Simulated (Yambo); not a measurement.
**GaAs: optical spectrum with PBE**

**Measured values to compare with.**

“Evidence of valence band perturbations in GaAsN/GaAs(001): A combined variable-angle spectroscopic ellipsometry and modulated photoreflectance investigation”, 2008, arxiv:0805.2212 reports, for a bulk crystal of GaAs at 300 K: band gap 1.418 ± 0.005 eV (direct).

The system is GaAs.

```
As Ga
1.0
     0.00000    2.82685    2.82685
     2.82685    0.00000    2.82685
     2.82685    2.82685    0.00000
As Ga
1 1
Direct
  0.75000 0.75000 0.75000
  0.00000 0.00000 0.00000
```

```
Program                             : Yambo 5.3.0
Task                                : optical spectrum
Functional                          : PBE
Potentials or basis                 : PseudoDojo 0.4.1 SR PBE standard
Cutoff                              : 1143 eV
Density cutoff                      : 4572 eV
k mesh                              : 10 × 10 × 10
Occupations                         : fixed
Spin                                : no spin polarisation
k mesh of the self-consistent run   : 10 × 10 × 10
Direction of the field or of q to 0 : x
Broadening                          : 0.1 eV
Kernel                              : adiabatic LDA
Top of the energy range             : 20 eV
Energy points                       : 200
Correction of the levels            : none
Bands in the response               : 39
Cutoff of the response matrix       : 3 Ry
```

```
Band gap on the k mesh, mean-field level                              : 0.52 eV, direct
Absorption peak                                                       : 4.22 eV
Electronic dielectric constant along the field                        : 21.05
Electronic dielectric constant along the field, independent particles : 21.37
```

Dielectric function (along the field direction of the input):
```tsv
energy (eV)	real part	imaginary part
0.30	23.74	4.21
0.90	11.84	1.97
1.61	19.61	9.66
2.31	3.67	11.19
3.02	10.65	11.84
3.62	11.56	10.47
4.32	-16.68	23.44
5.03	2.05	14.79
5.73	-5.13	9.35
6.33	-4.00	4.14
7.04	-4.38	3.91
7.74	-3.27	2.89
8.44	-2.17	2.28
9.05	-2.28	1.29
9.75	-1.75	1.76
10.45	-1.45	1.04
11.16	-1.34	1.09
11.76	-0.82	0.58
12.46	-0.67	0.54
13.17	-0.44	0.39
13.87	-0.31	0.38
14.47	-0.12	0.38
15.18	0.02	0.26
15.88	0.14	0.26
16.58	0.32	0.34
17.19	0.29	0.30
17.89	0.32	0.21
18.59	0.46	0.24
19.30	0.42	0.34
20.00	0.44	0.24
```

It took 90 s on 1 thread of Intel(R) Xeon(R) 6975P-C (Granite Rapids), on a shared host.

Measured gap of GaAs: 1.418 eV (direct; 300 K; “Evidence of valence band perturbations in GaAsN/GaAs(001): A combined variable-angle spectroscopic ellipsometry and modulated photoreflectance investigation”, 2008, arxiv:0805.2212). This calculation gives 0.52 eV (-0.90 eV). 3 values of this kind are on record (1.412 to 1.51 eV); this one was drawn at random among those near their median, those with a stated uncertainty first. Spin-orbit coupling on As, Ga is left out. The value is that of PBE on a finite k mesh, which can miss the band edges, without temperature or zero-point motion. Semilocal functionals fall short of measured gaps as a rule.

Caveat: the LDA kernel is used on GGA states, which is inconsistent by a few percent; these spectra lack excitons.
